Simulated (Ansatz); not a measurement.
Input and command of a plane-wave DFT calculation in Ansatz:

```yaml
crystal:
  lattice:
    - [3.075195006, 0.0, 0.0]
    - [-1.537597503, 5.7075920343, 0.0]
    - [0.0, 0.0, 26.3849418751]
  atoms:
    - { symbol: Si, position: [0.5344864994, 0.0689729988, 0.2842530423] }
    - { symbol: C, position: [0.1193551359, 0.2387102717, 0.3029228229] }
    - { symbol: C, position: [0.38749857, 0.77499714, 0.3178019235] }
    - { symbol: Si, position: [0.8752036701, 0.7504073401, 0.358648545] }
    - { symbol: Si, position: [0.1433471042, 0.2866942084, 0.3735276455] }
    - { symbol: C, position: [0.7282157407, 0.4564314813, 0.3921974261] }
    - { symbol: C, position: [0.9963591748, 0.9927183496, 0.4070765266] }
    - { symbol: Si, position: [0.4840642749, 0.9681285497, 0.4479231482] }
    - { symbol: Si, position: [0.752207709, 0.504415418, 0.4628022487] }
    - { symbol: C, position: [0.3370763455, 0.6741526909, 0.4814720293] }
    - { symbol: C, position: [0.6052197796, 0.2104395592, 0.4963511298] }
    - { symbol: Si, position: [0.0929248797, 0.1858497593, 0.5371977513] }
    - { symbol: Si, position: [0.3610683138, 0.7221366276, 0.5520768518] }
    - { symbol: C, position: [0.9459369503, 0.8918739005, 0.5707466324] }
    - { symbol: C, position: [0.2140803844, 0.4281607688, 0.585625733] }
    - { symbol: Si, position: [0.7017854845, 0.4035709689, 0.6264723545] }
    - { symbol: Si, position: [0.9699289186, 0.9398578372, 0.641351455] }
    - { symbol: C, position: [0.5547975551, 0.1095951101, 0.6600212356] }
    - { symbol: C, position: [0.8229409892, 0.6458819784, 0.6749003361] }
    - { symbol: Si, position: [0.3106460893, 0.6212921785, 0.7157469577] }
basis:
  ecutwfc: 500
kpoints:
  mp_grid: { grid: [9, 5, 1] }
hamiltonian:
  xc: r2scan
scf:
  occupations: { method: gaussian, width: 0.05 }
output:
  forces: true
  eigenvalues: true
relax:
  adjacent_minimum: "off"
  f_tol: 0.02
  max_steps: 60
efield:
  axis: 3
  dipole_correction: true
  ramp_width: 0.04
```

```bash
ansatz run input.yaml --threads 2 --pin off --max-ram 5120MiB --backend cpu --events-out ev --progress --plain --runs-dir out
```

Processor: AMD EPYC 9R45 96-Core Processor (Zen 5), 2 threads, on a host shared with other jobs.

**Question.** Estimate time, memory and problem size.

**Answer.** About 4.7 min on 2 threads of AMD EPYC 9R45 96-Core Processor (Zen 5), with other jobs on the host, peak memory 1.8 GiB. It solves 60 bands at 23 k points (the mesh reduced by symmetry) with about 11817 plane waves, in 90 SCF iterations over 11 ionic steps.
